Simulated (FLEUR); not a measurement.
# Mo (Im-3m) in FLEUR: a series of runs, part 2 of 2

FLEUR MaX-R8.1 (later development tree). Earlier steps stand in the parts before.

## (3) Single point, PBEsol

This run uses another cell than the first one, of 13.51 Å³/atom, 0.944 times its volume.

The input, inp.xml:

```xml
<?xml version="1.0" encoding="UTF-8" standalone="no"?>
<fleurInput fleurInputVersion="0.39">
   <comment>
      Mo                                                                                                  
   </comment>
   <calculationSetup>
      <cutoffs Kmax="4.39" Gmax="13.6" GmaxXC="13.6" numbands="0"/>
      <scfLoop itmax="60" minDistance="0.00001" maxIterBroyd="15" imix="Anderson" alpha="0.05" precondParam="0.0" spinf="2.0" sdNocoIR="T"/>
      <coreElectrons ctail="T" frcor="F" kcrel="0" coretail_lmax="0"/>
      <xcFunctional name="PBEs" relativisticCorrections="F"/>
      <magnetism jspins="1"/>
      <soc l_soc="F" theta="0.0" phi="0.0" spav="F"/>
      <expertModes spex="0" secvar="F"/>
      <geometryOptimization l_f="F" forcealpha="1.0" forcemix="BFGS" epsdisp="0.00001" epsforce="0.00001"/>
      <ldaU l_linMix="F" mixParam="0.05" spinf="1.0"/>
   </calculationSetup>
   <cell>
      <bzIntegration valenceElectrons="14.0" mode="hist" fermiSmearingEnergy="0.00183747">
         <kPointListSelection listName="default-1"/>
         <!-- k-points included here -->
         <xi:include xmlns:xi="http://www.w3.org/2001/XInclude" href="kpts.xml"> </xi:include>
      </bzIntegration>
      <!-- symmetry operations included here -->
      <xi:include xmlns:xi="http://www.w3.org/2001/XInclude" href="sym.xml"> </xi:include>
      <bulkLattice scale="1.0">
         <bravaisMatrix>
            <row-1>   -2.8351408601277601     2.8351408601277601     2.8351408601277601</row-1>
            <row-2>    2.8351408601277601    -2.8351408601277601     2.8351408601277601</row-2>
            <row-3>    2.8351408601277601     2.8351408601277601    -2.8351408601277601</row-3>
         </bravaisMatrix>
      </bulkLattice>
   </cell>
   <atomSpecies>
      <species name="Molybdenum (Mo)" element="Mo" atomicNumber="42">
         <mtSphere radius="2.23" gridPoints="751" logIncrement="0.017"/>
         <atomicCutoffs lmax="9" lnonsphr="9"/>
         <electronConfig flipSpins="F">
            <coreConfig>(1s1/2) (2s1/2) (2p1/2) (2p3/2) (3s1/2) (3p1/2) (3p3/2) (3d3/2) (3d5/2)</coreConfig>
            <valenceConfig>(4s1/2) (4p1/2) (4p3/2) (5s1/2) (4d3/2) (4d5/2)</valenceConfig>
            <stateOccupation state="(5s1/2)" spinUp="0.500000" spinDown="0.500000"/>
            <stateOccupation state="(4d3/2)" spinUp="1.000000" spinDown="1.000000"/>
            <stateOccupation state="(4d5/2)" spinUp="1.500000" spinDown="1.500000"/>
         </electronConfig>
         <energyParameters s="5" p="5" d="4" f="4"/>
         <lo type="SCLO" l="0" n="4" eDeriv="0"/>
         <lo type="SCLO" l="1" n="4" eDeriv="0"/>
         <lo type="SCLO" l="1" n="4" eDeriv="1"/>
         <lo type="SCLO" l="2" n="4" eDeriv="2"/>
         <lo type="SCLO" l="3" n="4" eDeriv="2"/>
      </species>
   </atomSpecies>
   <atomGroups>
      <atomGroup species="Molybdenum (Mo)">
         <relPos label="                   1">.0000000000 .0000000000 .0000000000</relPos>
         <force calculate="T" relaxXYZ="TTT"/>
      </atomGroup>
   </atomGroups>
   <output dos="F" band="F" slice="F">
      <checks vchk="F" cdinf="F"/>
      <bandDOS minEnergy="-.5*Htr" maxEnergy="0.5*Htr" sigma="0.015" storeEVData="T"/>
      <vacuumDOS vacdos="F" integ="F" star="F" nstars="0" locx1="0.0" locy1="0.0" locx2="0.0" locy2="0.0" nstm="0" tworkf="0.0"/>
      <unfoldingBand unfoldBand="F" supercellX="1" supercellY="1" supercellZ="1"/>
      <plotting iplot="0" polar="F">
         <plot TwoD="T" vec1="  1.0  0.0  0.0" vec2="  0.0  1.0  0.0" vec3="  0.0  0.0  1.0" zero="  0.0  0.0  0.0" file="plot"/>
      </plotting>
      <chargeDensitySlicing numkpt="0" minEigenval="0.0" maxEigenval="0.0" nnne="0" pallst="F"/>
      <specialOutput eonly="F"/>
      <moessbauerParams electricFieldGradient="T" isomerShift="T" coreHyperfine="T" valenceHyperfine="T"/>
      <magneticCircularDichroism mcd="F" energyLo="-10.0" energyUp="0.0"/>
   </output>
  <!-- We include the file relax.xml here to enable relaxations (see documentation) -->
  <xi:include xmlns:xi="http://www.w3.org/2001/XInclude" href="relax.xml"> <xi:fallback/> </xi:include>
</fleurInput>
```

The input, crystal.txt:

```
Mo
&input cartesian=F /
-1.5002919329  1.5002919329  1.5002919329
1.5002919329  -1.5002919329  1.5002919329
1.5002919329  1.5002919329  -1.5002919329
1.8897261246
1.0 1.0 1.0

1
42 0.0000000000  0.0000000000  0.0000000000

&kpt div1=12 div2=12 div3=12 gamma=T /
```

Potentials or basis: all-electron, FLAPW.

Launch:

```console
inpgen -f crystal.txt -profile fastHighL
# inp.xml edited to the form shown
fleur_MPI
```

Log:

```text
Welcome to FLEUR        (www.flapw.de)
      MaX-Release 8.1          (www.max-centre.eu)

 ========== k-point set info ==========
 Selected k-point list: default-1
 k-point list type: mesh
 12 x 12 x 12
 Number of k points: 72

 ------------Calculation Setup---------------------------
 Number of MPI-tasks      :            1
 Number of PE/node        :            1
 Number of OMP-threads    :            1
 Most efficient MPI parallelization for:
           1           2           3           4           6           8           9          12          18          24          36          72
 Additional eigenvalue parallelization possible
 Number of basis functions:          175
 Approximate size of matrices (H+S) per k-point:         0.000 GB
 --------------------------------------------------------
 Iteration:     1   Distance:      16.81623702 me/bohr^3
 Iteration:     2   Distance:      15.46913205 me/bohr^3
 Iteration:     3   Distance:       6.03906020 me/bohr^3
 Iteration:     4   Distance:       2.92534621 me/bohr^3
 Iteration:     5   Distance:       2.00828127 me/bohr^3
 Iteration:     6   Distance:       0.31878969 me/bohr^3
 Iteration:     7   Distance:       0.15410197 me/bohr^3
 Iteration:     8   Distance:       0.00474694 me/bohr^3
 Iteration:     9   Distance:       0.00820091 me/bohr^3
 Iteration:    10   Distance:       0.00115733 me/bohr^3
 Iteration:    11   Distance:       0.00065467 me/bohr^3
 Iteration:    12   Distance:       0.00002420 me/bohr^3
 Iteration:    13   Distance:       0.00000347 me/bohr^3

 ********************************************************************
 Run finished successfully
 Stop message:
   all done
 ********************************************************************
```

out.xml (last iteration):

```text
<iteration numberForCurrentRun="   13" overallNumber="   13">
         <energyParameters units="Htr">
            <atomicEP atomType="1" spin="1" branch="5s" branchLowest="-1.43" branchHighest="3.45" value="0.4259297663"/>
            <atomicEP atomType="1" spin="1" branch="5p" branchLowest="-0.40" branchHighest="4.24" value="0.5361030169"/>
            <atomicEP atomType="1" spin="1" branch="4d" branchLowest="-7.26" branchHighest="1.23" value="0.5750706981"/>
            <atomicEP atomType="1" spin="1" branch="4f" branchLowest="-9.99" branchHighest="2.93" value="0.7998049231"/>
            <loAtomicEP atomType="1" spin="1" branch="4s" branchLowest="-16.63" branchHighest="-1.43" value="-1.5082734734"/>
            <loAtomicEP atomType="1" spin="1" branch="4p" branchLowest="-13.06" branchHighest="-0.40" value="-0.5652856431"/>
            <loAtomicEP atomType="1" spin="1" branch="4p" branchLowest="-13.06" branchHighest="-0.40" value="-0.5652856431"/>
            <loAtomicEP atomType="1" spin="1" branch="4d" branchLowest="-7.26" branchHighest="1.23" value="0.5741428593"/>
            <loAtomicEP atomType="1" spin="1" branch="4f" branchLowest="-9.99" branchHighest="2.93" value="0.7998065405"/>
         </energyParameters>
         <eigenvalues>
            <eigenvaluesAt spin="1" ikpt="1" k_x="0.00000000" k_y="0.00000000" k_z="0.00000000">
                      -1.5244742542       -0.5264225330       -0.5264225330       -0.5264225330        0.4457906961
                       0.6659585865        0.6659585865        0.6659585865        0.7980359940        0.7980359940
                       1.2718306424        1.2718306424
            </eigenvaluesAt>
            <eigenvaluesAt spin="1" ikpt="2" k_x="0.00000000" k_y="0.00000000" k_z="0.08333333">
                      -1.5233530631       -0.5323573906       -0.5281977275       -0.5264912847        0.4590044917
                       0.6580455119        0.6644229787        0.6788594756        0.7863447948        0.7980800327
                       1.2824694677        1.2940288480
            </eigenvaluesAt>
            <eigenvaluesAt spin="1" ikpt="3" k_x="0.00000000" k_y="0.00000000" k_z="0.16666667">
                      -1.5202585859       -0.5481269286       -0.5329771720       -0.5266766254        0.4922021751
                       0.6382049705        0.6582484856        0.7163489677        0.7713146140        0.7996136882
                       1.3014679225        1.3563797449
            </eigenvaluesAt>
            <eigenvaluesAt spin="1" ikpt="4" k_x="0.00000000" k_y="0.00000000" k_z="0.25000000">
                      -1.5159577911       -0.5687578816       -0.5393475445       -0.5269369201        0.5202445426
                       0.6143651937        0.6640379627        0.7745575601        0.7751972805        0.8050418380
                       1.2890909617        1.3806798999
            </eigenvaluesAt>
         </eigenvalues>
         <bandgap value="0.1212659797" units="eV"/>
         <sumValenceSingleParticleEnergies value="-2.7624234177" units="Htr"/>
         <FermiEnergy value="0.7271042685" units="Htr"/>
         <valenceDensity>
            <mtCharges spin="1">
               <mtCharge atomType="1" total="11.5963031" s="2.2178734" p="6.0469716" d="3.2827076" f="0.0415867"/>
            </mtCharges>
            <spinDependentCharge spin="1" total="14.0000000" interstitial="2.4036969" mtSpheres="11.5963031"/>
            <totalCharge value="14.0000000000"/>
         </valenceDensity>
         <coreStates atomType="     1" atomicNumber=" 42" spin="1" kinEnergy="   4099.0277770414" eigValSum="  -2388.2335425470" lostElectrons=" 0.000006">
            <state n="1" l="0" j="0.5" energy="-726.8025558759" weight="1.0000000000"/>
            <state n="2" l="0" j="0.5" energy="-101.9044293316" weight="1.0000000000"/>
            <state n="2" l="1" j="0.5" energy="-93.6939878404" weight="1.0000000000"/>
            <state n="2" l="1" j="1.5" energy="-89.7819316134" weight="2.0000000000"/>
            <state n="3" l="0" j="0.5" energy="-16.6265832611" weight="1.0000000000"/>
            <state n="3" l="1" j="0.5" energy="-13.5034269127" weight="1.0000000000"/>
            <state n="3" l="1" j="1.5" energy="-12.8590321239" weight="2.0000000000"/>
            <state n="3" l="2" j="1.5" energy="-7.3340105684" weight="2.0000000000"/>
            <state n="3" l="2" j="2.5" energy="-7.2119464802" weight="3.0000000000"/>
         </coreStates>
         <allElectronCharges>
            <spinDependentCharge spin="1" total="42.0000000" interstitial="2.4037031" mtSpheres="39.5962969"/>
            <totalCharge value="41.9999999974"/>
         </allElectronCharges>
         <moessbauerParams unitsHFF="kG" unitsIS="e/bohr^3" unitsEFG="Htr/bohr^2">
            <coreIsomerShift atomType="1" isTotal="91546.74691">
               <shell n="1" l="0" isomerShift="80896.95278"/>
               <shell n="2" l="0" isomerShift="8892.17682"/>
               <shell n="2" l="1" isomerShift="144.12290"/>
               <shell n="3" l="0" isomerShift="1586.36585"/>
               <shell n="3" l="1" isomerShift="27.12856"/>
               <shell n="3" l="2" isomerShift="0.00000"/>
            </coreIsomerShift>
            <isomerShift atomType="1" nucleusRadius="0.0001081" averageDensity="91834.51312"/>
            <electricFieldGradient atomType="1" VXX="0.00000" VYY="0.00000" VZZ="0.00000" asymParam="0.00000">
            </electricFieldGradient>
         </moessbauerParams>
         <totalEnergy                                    value="    -4047.4310264055" units="Htr">
            <sumOfEigenvalues                            value="    -2390.9959659646">
               <coreElectrons value="-2388.2335425470"/>
               <valenceElectrons value="-2.7624234177"/>
            </sumOfEigenvalues>
            <densityCoulombPotentialIntegral value="-6427.5622080886"/>
            <densityEffectivePotentialIntegral value="-6587.6260166260"/>
            <chargeDenXCDenIntegral value="-121.8403026000"/>
            <FockExchangeEnergyValence value="0.0000000000"/>
            <FockExchangeEnergyCore value="0.0000000000"/>
            <atomTypeDependentContributions atomType="1">
               <electronNucleiInteractionDifferentMTs value="4874.7940130908"/>
               <MadelungTerm value="-33.6456573317"/>
            </atomTypeDependentContributions>
            <tkbTimesEntropy value="0.0000961922"/>
            <freeEnergy value="-4047.4311225977"/>
            <extrapolationTo0K value="-4047.4310745016"/>
         </totalEnergy>
         <densityConvergence units="me/bohr^3">
            <chargeDensity spin="1" distance="0.0000034707"/>
         </densityConvergence>
      </iteration>
```

Wall time 12 s (1 thread of Arm Neoverse V2, shared host); peak memory 0.06 GiB.

Results:

```yaml
Free_energy: -110136.2116 eV
Band_gap_on_the_k_mesh: none (metal or under the smearing width)
Valence_electrons_inside_the_program's_atomic_spheres: Mo 11.60 (radii Mo 2.23 bohr)
```

Core levels (eV from the Fermi level):
```
atom                                                                                                                             levels
1 Mo  1s1/2 -19797.1, 2s1/2 -2792.7, 2p1/2 -2569.3, 2p3/2 -2462.9, 3s1/2 -472.2, 3p1/2 -387.2, 3p3/2 -369.7, 3d3/2 -219.4, 3d5/2 -216.0
```

## (4) Single point, PBEsol

This run uses another cell than the first one, of 12.71 Å³/atom, 0.889 times its volume.

inp.xml: that of step 3 with these lines changed.

```diff
@@ -26,5 +26,5 @@
          <bravaisMatrix>
-            <row-1>   -2.8351408601277601     2.8351408601277601     2.8351408601277601</row-1>
-            <row-2>    2.8351408601277601    -2.8351408601277601     2.8351408601277601</row-2>
-            <row-3>    2.8351408601277601     2.8351408601277601    -2.8351408601277601</row-3>
+            <row-1>   -2.7784227615755297     2.7784227615755297     2.7784227615755297</row-1>
+            <row-2>    2.7784227615755297    -2.7784227615755297     2.7784227615755297</row-2>
+            <row-3>    2.7784227615755297     2.7784227615755297    -2.7784227615755297</row-3>
          </bravaisMatrix>
@@ -34,3 +34,3 @@
       <species name="Molybdenum (Mo)" element="Mo" atomicNumber="42">
-         <mtSphere radius="2.23" gridPoints="751" logIncrement="0.017"/>
+         <mtSphere radius="2.23" gridPoints="737" logIncrement="0.017"/>
          <atomicCutoffs lmax="9" lnonsphr="9"/>
```

The input, crystal.txt:

```
Mo
&input cartesian=F /
-1.4702780077  1.4702780077  1.4702780077
1.4702780077  -1.4702780077  1.4702780077
1.4702780077  1.4702780077  -1.4702780077
1.8897261246
1.0 1.0 1.0

1
42 0.0000000000  0.0000000000  0.0000000000

&kpt div1=12 div2=12 div3=12 gamma=T /
```

Launch:

```console
inpgen -f crystal.txt -profile fastHighL
# inp.xml edited to the form shown
fleur_MPI
```

It took 11 s on 1 thread of Arm Neoverse V2, shared host; peak memory 0.05 GiB.

It converged, with:

- Free energy: -110135.9089 eV
- Band gap on the k mesh: none (metal or under the smearing width)
- Valence electrons inside the program's atomic spheres: Mo 11.72 (radii Mo 2.23 bohr)

Levels at points of the mesh, in eV from the Fermi level:
```tsv
k point	band 4	band 5	band 6	band 7	band 8	band 9	band 10	band 11
(0.00, 0.00, 0.00)	-34.01	-7.82	-1.88	-1.88	-1.88	1.98	1.98	14.79
(0.00, 0.00, 0.50)	-34.05	-6.75	-4.58	2.19	2.65	3.00	6.38	12.15
(0.50, 0.50, 0.50)	-35.77	-7.31	-7.31	5.29	5.29	5.29	10.79	10.79
```

Core levels (eV from the Fermi level):
```
atom                                                                                                                             levels
1 Mo  1s1/2 -19797.0, 2s1/2 -2792.6, 2p1/2 -2569.2, 2p3/2 -2462.7, 3s1/2 -472.1, 3p1/2 -387.1, 3p3/2 -369.6, 3d3/2 -219.2, 3d5/2 -215.9
```

## (5) Overview

```tsv
cell	gap on the mesh (eV)
Im-3m, 14.3 Å³/atom	none
Im-3m, 13.51 Å³/atom	none
Im-3m, 12.71 Å³/atom	none
```

Alike in all rows: task single point; level PBEsol; potentials or basis all-electron, FLAPW; no spin polarisation; k mesh 12 × 12 × 12; smearing fermi-dirac 0.05 eV; kmax 4.39 1/bohr.

Every run on the cell as given and a fine mesh finds a metal.

Compare energies only between runs with the same functional and basis.
